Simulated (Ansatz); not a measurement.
# Cr: a single-point run

Wanted: a converged single-point run for Cr, and a check of what comes out.

Computed with Ansatz 0.2.0 (DFT, PBE, all-electron LAPW, scalar-relativistic, unless a step's input says otherwise).

## Step 1: The structure to begin with

The structure is cubic, space group Fm-3m (No. 225). The conventional cell has a = 7.023 Å, b = 7.023 Å, c = 7.023 Å, α = 90.00°, β = 90.00°, γ = 90.00°.

Structure file:

```cif
data_structure
_symmetry_space_group_name_H-M 'P 1'
_symmetry_Int_Tables_number 1
_cell_length_a 4.9660
_cell_length_b 4.9660
_cell_length_c 4.9660
_cell_angle_alpha 60.000
_cell_angle_beta 60.000
_cell_angle_gamma 60.000
_cell_volume 86.60
loop_
_atom_site_label
_atom_site_type_symbol
_atom_site_fract_x
_atom_site_fract_y
_atom_site_fract_z
_atom_site_occupancy
Cr1 Cr 0.00000 0.00000 0.00000 1
```

## Step 2: The run

Contents of input.yaml:

```yaml
crystal:
  lattice:
    - [0.0, 3.51152496, 3.51152496]
    - [3.51152496, 0.0, 3.51152496]
    - [3.51152496, 3.51152496, 0.0]
  atoms:
    - { symbol: Cr, position: [0.0, 0.0, 0.0], spin: 3.0 }
magnetization:
  spin_polarized: true
kpoints:
  mp_grid: { grid: [19, 19, 19] }
scf:
  occupations: { method: fermi_dirac, width: 0.03 }
  max_iter: 75
hamiltonian:
  xc: pbe
  pseudopotentials: { kind: all_electron, lapw: { basis_error: 0.001 } }
output:
  forces: true
  stress: true
  eigenvalues: true
```

Launch:

```sh
ansatz run input.yaml --threads 1 --pin off --max-ram 3072MiB --backend cpu --events-out ev --progress --plain --runs-dir out
```

Q: Will this input give a usable result? If not, why, and what should change?

The run converged and reported no error. That alone doesn't make the input a sound one.

All or some distances are much too long for bonding. The shortest distance in the input is 4.97 Å.

Fix: restore the intended geometry.
